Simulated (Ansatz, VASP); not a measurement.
**One calculation of KBr, two programs**

```
K Br
1.0
     3.27453    3.27453    0.00000
    -3.27453    3.27453    0.00000
     0.00000    3.27453    3.27453
K Br
1 1
Direct
  0.00000 0.00000 0.00000
  0.50000 0.50000 0.00000
```

Alike in both runs: task single point; functional PBEsol; k mesh 6 × 6 × 6; non-collinear spin, spin-orbit coupling.

|  | VASP | Ansatz |
| --- | --- | --- |
| version | VASP 6.6.1 | Ansatz 0.2.0 |
| potentials or method | VASP PAW PBE potentials, release 64 (K_sv, Br), cutoff 520 eV | all-electron LAPW |
| occupations | gaussian, width 0.01 eV | fixed |

|  | VASP | Ansatz | Ansatz less VASP |
| --- | --- | --- | --- |
| gap on the k mesh at the Fermi level (eV) | 4.17 | 4.18 | +0.001 |
| pressure (GPa) | 0.1 | 0.0 | -0.06 |
| net moment per atom (μB) | 0.00 | 0.00 | 0.000 |

Ansatz ran all-electron here, so the differences hold the error of VASP's frozen core and of both bases.

Caveats: the PAW data sets were made with another functional, which shifts forces and pressure a little (VASP).
